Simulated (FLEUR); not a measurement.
# KI (Fm-3m) in FLEUR: settings compared

Aim: see how the results for KI move with the level of theory and the settings. Levels: PBEsol, r2SCAN. Tasks: band structure, equation of state.

Everything below comes from runs of FLEUR MaX-R8.1 (later development tree). Logs are shortened: lines on timing, memory, paths and dates and some standing lists are left out, and cuts for length are marked.

**What was measured.**

From a printed reference work, monograph, for a bulk crystal of KI: band gap 6.32 eV.

The results are compared with them further down.

## 1. The crystal as given

The structure is cubic, space group Fm-3m (No. 225). The conventional cell has a = 7.066 Å, b = 7.066 Å, c = 7.066 Å, α = 90.00°, β = 90.00°, γ = 90.00°. Around I (site symmetry m-3m) lie 6 K at 3.53 Å. K (site symmetry m-3m) is surrounded by 6 I at 3.53 Å.

## 2. Band structure, PBEsol

Contents of inp.xml:

```xml
<?xml version="1.0" encoding="UTF-8" standalone="no"?>
<fleurInput fleurInputVersion="0.39">
   <comment>
      KI                                                                                                  
   </comment>
   <calculationSetup>
      <cutoffs Kmax="4.1" Gmax="12.7" GmaxXC="12.7" numbands="0"/>
      <scfLoop itmax="60" minDistance="0.00001" maxIterBroyd="15" imix="Anderson" alpha="0.05" precondParam="0.0" spinf="2.0" sdNocoIR="T"/>
      <coreElectrons ctail="T" frcor="F" kcrel="0" coretail_lmax="0"/>
      <xcFunctional name="PBEs" relativisticCorrections="F"/>
      <magnetism jspins="1"/>
      <soc l_soc="F" theta="0.0" phi="0.0" spav="F"/>
      <expertModes spex="0" secvar="F"/>
      <geometryOptimization l_f="F" forcealpha="1.0" forcemix="BFGS" epsdisp="0.00001" epsforce="0.00001"/>
      <ldaU l_linMix="F" mixParam="0.05" spinf="1.0"/>
   </calculationSetup>
   <cell>
      <bzIntegration valenceElectrons="32.0" mode="hist" fermiSmearingEnergy="0.00183747">
         <kPointListSelection listName="default-1"/>
         <!-- k-points included here -->
         <xi:include xmlns:xi="http://www.w3.org/2001/XInclude" href="kpts.xml"> </xi:include>
      </bzIntegration>
      <!-- symmetry operations included here -->
      <xi:include xmlns:xi="http://www.w3.org/2001/XInclude" href="sym.xml"> </xi:include>
      <bulkLattice scale="1.0">
[... 31 lines left out ...]
            <stateOccupation state="(4s1/2)" spinUp="0.500000" spinDown="0.500000"/>
         </electronConfig>
         <energyParameters s="4" p="3" d="3" f="4"/>
         <lo type="SCLO" l="0" n="3" eDeriv="0"/>
         <lo type="HELO" l="1" n="4" eDeriv="0"/>
         <lo type="HELO" l="1" n="4" eDeriv="1"/>
         <lo type="SCLO" l="2" n="3" eDeriv="2"/>
         <lo type="SCLO" l="3" n="4" eDeriv="2"/>
      </species>
   </atomSpecies>
   <atomGroups>
      <atomGroup species="Iodine (I)">
         <relPos label="                   1">1.000/2.000 1.000/2.000 1.000/2.000</relPos>
         <force calculate="T" relaxXYZ="TTT"/>
      </atomGroup>
      <atomGroup species="Potassium (K)">
         <relPos label="                   2">.0000000000 .0000000000 .0000000000</relPos>
         <force calculate="T" relaxXYZ="TTT"/>
      </atomGroup>
   </atomGroups>
   <output dos="F" band="F" slice="F">
      <checks vchk="F" cdinf="F"/>
      <bandDOS minEnergy="-.5*Htr" maxEnergy="0.5*Htr" sigma="0.015" storeEVData="T"/>
      <vacuumDOS vacdos="F" integ="F" star="F" nstars="0" locx1="0.0" locy1="0.0" locx2="0.0" locy2="0.0" nstm="0" tworkf="0.0"/>
      <unfoldingBand unfoldBand="F" supercellX="1" supercellY="1" supercellZ="1"/>
      <plotting iplot="0" polar="F">
         <plot TwoD="T" vec1="  1.0  0.0  0.0" vec2="  0.0  1.0  0.0" vec3="  0.0  0.0  1.0" zero="  0.0  0.0  0.0" file="plot"/>
      </plotting>
      <chargeDensitySlicing numkpt="0" minEigenval="0.0" maxEigenval="0.0" nnne="0" pallst="F"/>
      <specialOutput eonly="F"/>
      <moessbauerParams electricFieldGradient="T" isomerShift="T" coreHyperfine="T" valenceHyperfine="T"/>
      <magneticCircularDichroism mcd="F" energyLo="-10.0" energyUp="0.0"/>
   </output>
  <!-- We include the file relax.xml here to enable relaxations (see documentation) -->
  <xi:include xmlns:xi="http://www.w3.org/2001/XInclude" href="relax.xml"> <xi:fallback/> </xi:include>
</fleurInput>
```

Contents of crystal.txt:

```
KI
&input cartesian=F /
0.0000000000  3.5327750000  3.5327750000
3.5327750000  0.0000000000  3.5327750000
3.5327750000  3.5327750000  0.0000000000
1.8897261246
1.0 1.0 1.0

2
53 0.5000000000  0.5000000000  0.5000000000
19 0.0000000000  0.0000000000  0.0000000000

&kpt div1=7 div2=7 div3=7 gamma=T /
```

Contents of inp.xml (bands):

```
<?xml version="1.0" encoding="UTF-8" standalone="no"?>
<fleurInput fleurInputVersion="0.39">
   <comment>
      KI                                                                                                  
   </comment>
   <calculationSetup>
      <cutoffs Kmax="4.1" Gmax="12.7" GmaxXC="12.7" numbands="0"/>
      <scfLoop itmax="60" minDistance="0.00001" maxIterBroyd="15" imix="Anderson" alpha="0.05" precondParam="0.0" spinf="2.0" sdNocoIR="T"/>
      <coreElectrons ctail="T" frcor="F" kcrel="0" coretail_lmax="0"/>
      <xcFunctional name="PBEs" relativisticCorrections="F"/>
      <magnetism jspins="1"/>
      <soc l_soc="F" theta="0.0" phi="0.0" spav="F"/>
      <expertModes spex="0" secvar="F"/>
      <geometryOptimization l_f="F" forcealpha="1.0" forcemix="BFGS" epsdisp="0.00001" epsforce="0.00001"/>
      <ldaU l_linMix="F" mixParam="0.05" spinf="1.0"/>
   </calculationSetup>
   <cell>
      <bzIntegration valenceElectrons="32.0" mode="hist" fermiSmearingEnergy="0.00183747">
         <kPointListSelection listName="path-1"/>
         <!-- k-points included here -->
         <xi:include xmlns:xi="http://www.w3.org/2001/XInclude" href="kpts.xml"> </xi:include>
      </bzIntegration>
      <!-- symmetry operations included here -->
      <xi:include xmlns:xi="http://www.w3.org/2001/XInclude" href="sym.xml"> </xi:include>
      <bulkLattice scale="1.0">
[... 32 lines left out ...]
         </electronConfig>
         <energyParameters s="4" p="3" d="3" f="4"/>
         <lo type="SCLO" l="0" n="3" eDeriv="0"/>
         <lo type="HELO" l="1" n="4" eDeriv="0"/>
         <lo type="HELO" l="1" n="4" eDeriv="1"/>
         <lo type="SCLO" l="2" n="3" eDeriv="2"/>
         <lo type="SCLO" l="3" n="4" eDeriv="2"/>
      </species>
   </atomSpecies>
   <atomGroups>
      <atomGroup species="Iodine (I)">
         <relPos label="                   1">1.000/2.000 1.000/2.000 1.000/2.000</relPos>
         <force calculate="T" relaxXYZ="TTT"/>
      </atomGroup>
      <atomGroup species="Potassium (K)">
         <relPos label="                   2">.0000000000 .0000000000 .0000000000</relPos>
         <force calculate="T" relaxXYZ="TTT"/>
      </atomGroup>
   </atomGroups>
   <output dos="F" band="T" slice="F">
      <checks vchk="F" cdinf="F"/>
      <bandDOS minEnergy="-.5*Htr" maxEnergy="0.5*Htr" sigma="0.015" storeEVData="T"/>
      <vacuumDOS vacdos="F" integ="F" star="F" nstars="0" locx1="0.0" locy1="0.0" locx2="0.0" locy2="0.0" nstm="0" tworkf="0.0"/>
      <unfoldingBand unfoldBand="F" supercellX="1" supercellY="1" supercellZ="1"/>
      <plotting iplot="0" polar="F">
         <plot TwoD="T" vec1="  1.0  0.0  0.0" vec2="  0.0  1.0  0.0" vec3="  0.0  0.0  1.0" zero="  0.0  0.0  0.0" file="plot"/>
      </plotting>
      <chargeDensitySlicing numkpt="0" minEigenval="0.0" maxEigenval="0.0" nnne="0" pallst="F"/>
      <specialOutput eonly="F"/>
      <moessbauerParams electricFieldGradient="T" isomerShift="T" coreHyperfine="T" valenceHyperfine="T"/>
      <magneticCircularDichroism mcd="F" energyLo="-10.0" energyUp="0.0"/>
   </output>
  <!-- We include the file relax.xml here to enable relaxations (see documentation) -->
  <xi:include xmlns:xi="http://www.w3.org/2001/XInclude" href="relax.xml"> <xi:fallback/> </xi:include>
</fleurInput>
```

Potentials or basis: all-electron, FLAPW.

Run with:

```sh
$ inpgen -f crystal.txt -profile fastHighL
$ # inp.xml edited to the form shown
$ fleur_MPI
$ fleur_MPI   # second run, on inp.xml (bands)
```

The program printed:

```text
Welcome to FLEUR        (www.flapw.de)
      MaX-Release 8.1          (www.max-centre.eu)

 ========== k-point set info ==========
 Selected k-point list: default-1
 k-point list type: mesh
 7 x 7 x 7
 Number of k points: 20

 ------------Calculation Setup---------------------------
 Number of MPI-tasks      :            1
 Number of PE/node        :            1
 Number of OMP-threads    :            1
 Most efficient MPI parallelization for:
           1           2           4           5          10          20
 Additional eigenvalue parallelization possible
 Number of basis functions:          785
 Approximate size of matrices (H+S) per k-point:         0.009 GB
 --------------------------------------------------------
 Iteration:     1   Distance:       3.30415774 me/bohr^3
 Iteration:     2   Distance:       3.11243280 me/bohr^3
 Iteration:     3   Distance:       1.31939949 me/bohr^3
 Iteration:     4   Distance:       0.45493360 me/bohr^3
 Iteration:     5   Distance:       0.40308806 me/bohr^3
 Iteration:     6   Distance:       0.03667104 me/bohr^3
 Iteration:     7   Distance:       0.03412512 me/bohr^3
 Iteration:     8   Distance:       0.01045123 me/bohr^3
 Iteration:     9   Distance:       0.00244215 me/bohr^3
 Iteration:    10   Distance:       0.00159944 me/bohr^3
 Iteration:    11   Distance:       0.00030581 me/bohr^3
 Iteration:    12   Distance:       0.00005993 me/bohr^3
 Iteration:    13   Distance:       0.00002695 me/bohr^3
 Iteration:    14   Distance:       0.00000178 me/bohr^3

 ********************************************************************
 Run finished successfully
 Stop message:
   all done
 ********************************************************************
```

output (bands):

```text
Welcome to FLEUR        (www.flapw.de)
      MaX-Release 8.1          (www.max-centre.eu)

 ========== k-point set info ==========
 Selected k-point list: path-1
 k-point list type: path
 Number of k points: 60

 ------------Calculation Setup---------------------------
 Number of MPI-tasks      :            1
 Number of PE/node        :            1
 Number of OMP-threads    :            1
 Most efficient MPI parallelization for:
           1           2           3           4           5           6          10          12          15          20          30          60
 Additional eigenvalue parallelization possible
 Number of basis functions:          788
 Approximate size of matrices (H+S) per k-point:         0.009 GB
 --------------------------------------------------------
 Fermi energy correction for insulators:
 No automatic correction of the Fermi energy has been performed.

 Note: Band structure data (together with different weights) is also stored in the banddos.hdf file.
       A convenient way of extracting and plotting the data from that file is by making use of the

 ********************************************************************
 Run finished successfully
 Stop message:
   Charge density postprocessing done.
 ********************************************************************
```

out.xml (last iteration):

```text
<iteration numberForCurrentRun="   14" overallNumber="   14">
         <energyParameters units="Htr">
            <atomicEP atomType="1" spin="1" branch="5s" branchLowest="-6.32" branchHighest="0.02" value="-0.3722464695"/>
            <atomicEP atomType="1" spin="1" branch="5p" branchLowest="-4.38" branchHighest="0.66" value="-0.0224000255"/>
            <atomicEP atomType="1" spin="1" branch="5d" branchLowest="-1.54" branchHighest="1.75" value="0.2567050402"/>
            <atomicEP atomType="1" spin="1" branch="4f" branchLowest="-9.99" branchHighest="1.28" value="0.4202360758"/>
            <loAtomicEP atomType="1" spin="1" branch="4p" branchLowest="-31.23" branchHighest="-4.38" value="-4.3920097489"/>
            <loAtomicEP atomType="1" spin="1" branch="4p" branchLowest="-31.23" branchHighest="-4.38" value="-4.3920097489"/>
            <loAtomicEP atomType="1" spin="1" branch="4d" branchLowest="-21.95" branchHighest="-1.54" value="-1.5425250745"/>
            <loAtomicEP atomType="1" spin="1" branch="4d" branchLowest="-21.95" branchHighest="-1.54" value="-1.5425250745"/>
            <loAtomicEP atomType="1" spin="1" branch="5s" branchLowest="-6.32" branchHighest="0.02" value="-0.3722464695"/>
            <loAtomicEP atomType="1" spin="1" branch="4f" branchLowest="-9.99" branchHighest="1.28" value="0.4202344220"/>
            <atomicEP atomType="2" spin="1" branch="4s" branchLowest="-0.96" branchHighest="2.07" value="0.2123515292"/>
            <atomicEP atomType="2" spin="1" branch="3p" branchLowest="-10.00" branchHighest="-0.31" value="-0.4105960761"/>
            <atomicEP atomType="2" spin="1" branch="3d" branchLowest="-9.99" branchHighest="0.70" value="0.3248238968"/>
            <atomicEP atomType="2" spin="1" branch="4f" branchLowest="-9.99" branchHighest="2.49" value="0.5606795122"/>
            <loAtomicEP atomType="2" spin="1" branch="3s" branchLowest="-12.69" branchHighest="-0.96" value="-1.0175546464"/>
            <heloAtomicEP atomType="2" spin="1" branch="4p" branchLowest="1.63" branchHighest="1.63" value="1.6274178206"/>
            <heloAtomicEP atomType="2" spin="1" branch="4p" branchLowest="1.63" branchHighest="1.63" value="1.6274178206"/>
            <loAtomicEP atomType="2" spin="1" branch="3d" branchLowest="-9.99" branchHighest="0.70" value="0.3247548101"/>
            <loAtomicEP atomType="2" spin="1" branch="4f" branchLowest="-9.99" branchHighest="2.49" value="0.5606815741"/>
         </energyParameters>
         <eigenvalues>
            <eigenvaluesAt spin="1" ikpt="1" k_x="0.00000000" k_y="0.00000000" k_z="0.00000000">
                      -4.3785123967       -4.3785123967       -4.3785123967       -1.5462827046       -1.5462827046
                      -1.5461741007       -1.5461741007       -1.5461741007       -1.0174434899       -0.4130423509
                      -0.4130423509       -0.4130423509       -0.3641891107        0.0233838767        0.0233838767
                       0.0233838767        0.1636418446        0.2600746523        0.2600746523        0.2600746523
                       0.2873028218        0.2873028218        0.3760358336        0.4860321168        0.4860321168
            </eigenvaluesAt>
            <eigenvaluesAt spin="1" ikpt="2" k_x="0.00000000" k_y="0.00000000" k_z="0.14285714">
                      -4.3785123951       -4.3785123864       -4.3785123864       -1.5462823621       -1.5462823621
                      -1.5461740029       -1.5461738404       -1.5461738404       -1.0174286569       -0.4143274419
                      -0.4130590274       -0.4130590274       -0.3620289273        0.0111168611        0.0208141794
                       0.0208141794        0.1816501744        0.2565573733        0.2681086218        0.2681086218
                       0.2958601107        0.2958601107        0.4012906175        0.4392824228        0.4581651280
[... 48 lines left out ...]
         </allElectronCharges>
         <moessbauerParams unitsHFF="kG" unitsIS="e/bohr^3" unitsEFG="Htr/bohr^2">
            <coreIsomerShift atomType="1" isTotal="253694.19485">
               <shell n="1" l="0" isomerShift="220022.04110"/>
               <shell n="2" l="0" isomerShift="26399.81383"/>
               <shell n="2" l="1" isomerShift="726.59373"/>
               <shell n="3" l="0" isomerShift="5258.61796"/>
               <shell n="3" l="1" isomerShift="157.31367"/>
               <shell n="4" l="0" isomerShift="1129.81452"/>
               <shell n="3" l="2" isomerShift="0.00003"/>
            </coreIsomerShift>
            <coreIsomerShift atomType="2" isTotal="5141.64672">
               <shell n="1" l="0" isomerShift="4747.86351"/>
               <shell n="2" l="0" isomerShift="392.75009"/>
               <shell n="2" l="1" isomerShift="1.03312"/>
            </coreIsomerShift>
            <isomerShift atomType="1" nucleusRadius="0.0001187" averageDensity="253838.40865"/>
            <isomerShift atomType="2" nucleusRadius="0.0000802" averageDensity="5189.02740"/>
            <electricFieldGradient atomType="1" VXX="0.00000" VYY="0.00000" VZZ="0.00000" asymParam="0.00000">
            </electricFieldGradient>
            <electricFieldGradient atomType="2" VXX="0.00000" VYY="0.00000" VZZ="0.00000" asymParam="0.00000">
            </electricFieldGradient>
         </moessbauerParams>
         <totalEnergy                                    value="    -7717.4592752041" units="Htr">
            <sumOfEigenvalues                            value="    -4686.6565551964">
               <coreElectrons value="-4639.6995056431"/>
               <valenceElectrons value="-46.9570495532"/>
            </sumOfEigenvalues>
            <densityCoulombPotentialIntegral value="-12554.9273040783"/>
            <densityEffectivePotentialIntegral value="-12832.5353084814"/>
            <chargeDenXCDenIntegral value="-211.3057413643"/>
            <FockExchangeEnergyValence value="0.0000000000"/>
            <FockExchangeEnergyCore value="0.0000000000"/>
            <atomTypeDependentContributions atomType="1">
               <electronNucleiInteractionDifferentMTs value="8634.1243184958"/>
               <MadelungTerm value="-21.6000778146"/>
            </atomTypeDependentContributions>
            <atomTypeDependentContributions atomType="2">
               <electronNucleiInteractionDifferentMTs value="713.6192886687"/>
               <MadelungTerm value="-5.2249501065"/>
            </atomTypeDependentContributions>
            <tkbTimesEntropy value="0.0000000000"/>
            <freeEnergy value="-7717.4592752041"/>
            <extrapolationTo0K value="-7717.4592752041"/>
         </totalEnergy>
         <densityConvergence units="me/bohr^3">
            <chargeDensity spin="1" distance="0.0000017806"/>
         </densityConvergence>
      </iteration>
```

It took 73 s on 1 thread of Intel Xeon Platinum 8488C (Sapphire Rapids), shared host; peak memory 0.08 GiB.

What came out:

```
Free energy                                           : -210002.7652 eV
Band gap on the k mesh                                : 3.82 eV, direct
Band gap along the path                               : 3.82 eV, direct
Valence electrons inside the program's atomic spheres : I 21.15; K 7.82 (radii I 2.66, K 2.66 bohr)
```

Levels at the corners of the path, in eV from the valence-band top:
```csv
point,band 12,band 13,band 14,band 15,band 16,band 17,band 18,band 19,band 20,band 21
Γ,-11.88,-10.55,0.00,0.00,0.00,3.82,6.44,6.44,6.44,7.18
X,-11.89,-10.40,-1.02,-0.37,-0.37,4.84,5.68,8.08,8.65,8.66
W,-11.91,-10.34,-0.74,-0.74,-0.61,6.37,6.37,6.58,8.09,8.79
K,-11.89,-10.34,-0.87,-0.77,-0.39,5.51,6.56,7.51,8.21,8.49
Γ,-11.88,-10.55,0.00,0.00,0.00,3.82,6.44,6.44,6.44,7.18
L,-11.88,-10.25,-1.35,-0.34,-0.34,5.39,7.61,8.09,8.09,8.65
U,-11.89,-10.34,-0.87,-0.77,-0.39,5.51,6.56,7.51,8.21,8.49
W,-11.91,-10.34,-0.74,-0.74,-0.61,6.37,6.37,6.58,8.09,8.79
L,-11.88,-10.25,-1.35,-0.34,-0.34,5.39,7.61,8.09,8.09,8.65
K,-11.89,-10.34,-0.87,-0.77,-0.39,5.51,6.56,7.51,8.21,8.49
U,-11.89,-10.34,-0.87,-0.77,-0.39,5.51,6.56,7.51,8.21,8.49
X,-11.89,-10.40,-1.02,-0.37,-0.37,4.84,5.68,8.08,8.65,8.66
```

Core levels (eV from the Fermi level):
| atom | levels |
| --- | --- |
| 1 I | 1s1/2 -32937.9, 2s1/2 -5081.5, 2p1/2 -4767.9, 2p3/2 -4469.3, 3s1/2 -1019.5, 3p1/2 -889.8, 3p3/2 -833.7, 4s1/2 -172.7, 3d3/2 -605.0, 3d5/2 -593.2 |
| 2 K | 1s1/2 -3509.8, 2s1/2 -345.8, 2p1/2 -274.8, 2p3/2 -271.9 |

Caveat: spin-orbit coupling is left out, which moves the levels of the heavy elements.

(Part 1 of 2 ends here.)
